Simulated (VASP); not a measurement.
# Settings for ZnS: self-consistent run

ZnS, R3m (no. 160), 6 atoms in the cell. PBE; PAW potentials Zn, S (PBE set). VASP 6.6.1.

Wanted: energy within 0.2 meV/atom; levels at the zone centre within 0.003 eV.

What the run is for: comparing ways to start; Accuracy asked: tight.

Levels at the zone centre: counted from the valence top at that point.

POSCAR:
```
ZnS
1.0
    1.9030712007      1.0987386700      9.3519478348
   -1.9030712007      1.0987386700      9.3519478348
    0.0000000000     -2.1974773400      9.3519478348
Zn S
3 3
Direct
    0.4446134400      0.4446134400      0.4446134400
    0.2222694100      0.2222694100      0.2222694100
    0.9999711400      0.9999711400      0.9999711400
    0.3053625400      0.3053625400      0.3053625400
    0.5278423000      0.5278423000      0.5278423000
    0.0832671700      0.0832671700      0.0832671700
```

## How the run starts (with a second run first, the time holds both)

| How the run starts (with a second run first, the time holds both) | Energy less reference (meV/atom) | Levels at the zone centre, largest deviation (eV) | Time (s) |
|---|---|---|---|
| from scratch: 16 SCF iterations | 0.00 | 0.0000 | 214 |
| orbitals of a nearby geometry (ISTART 1): 16 + 13 SCF iterations | 0.00 | 0.0001 | 450 |
| orbitals and density of a nearby geometry: 16 + 9 SCF iterations | 0.00 | 0.0000 | 327 |
| density of a nearby geometry (ICHARG 1): 16 + 13 SCF iterations | 0.00 | 0.0000 | 357 |
| orbitals in the old basis (ISTART 2), symmetry off: 16 + 13 SCF iterations | 0.34 | 0.0002 | 1504 |

## Question

For each series: keep the first row unless others stay within half of the tolerance and take at least 30 % less time, and then take the fastest.

## Answer

- How the run starts (with a second run first, the time holds both): from scratch: 16 SCF iterations

The chosen settings are those of the reference run.

Values of the reference run: Levels at the zone centre: 0, 0, 2.197 eV from the valence top at Gamma.

## The input

INCAR:
```
SYSTEM = ZnS
  ALGO = Normal
  EDIFF = 1E-6
  EFERMI = MIDGAP
  ENCUT = 400
  GGA = PE
  GGA_COMPAT = .FALSE.
  ISIF = 2
  ISMEAR = 0
  KPAR = 2
  LASPH = .TRUE.
  LCHARG = .FALSE.
  LREAL = .FALSE.
  LWAVE = .FALSE.
  NELM = 120
  PREC = Accurate
  SIGMA = 0.03
```

KPOINTS:
```
k-points
0
Gamma
  7 7 7
```

Commands:
```
cat potpaw_PBE.64/Zn/POTCAR potpaw_PBE.64/S/POTCAR > POTCAR
mpirun -np 2 vasp_std > vasp.out
```

The chosen input took VASP 6.6.1 214 s on 2 cores (AMD EPYC 9R45 (Zen 5)), a shared host.

## An input that fails: restart asked without its files

VASP's message: ERROR: charge density could not be read from file CHGCAR for ICHARG>10.

Changes against the starting input:
```
- NELM = 120
+ NELM = 60
+ ICHARG = 11
```
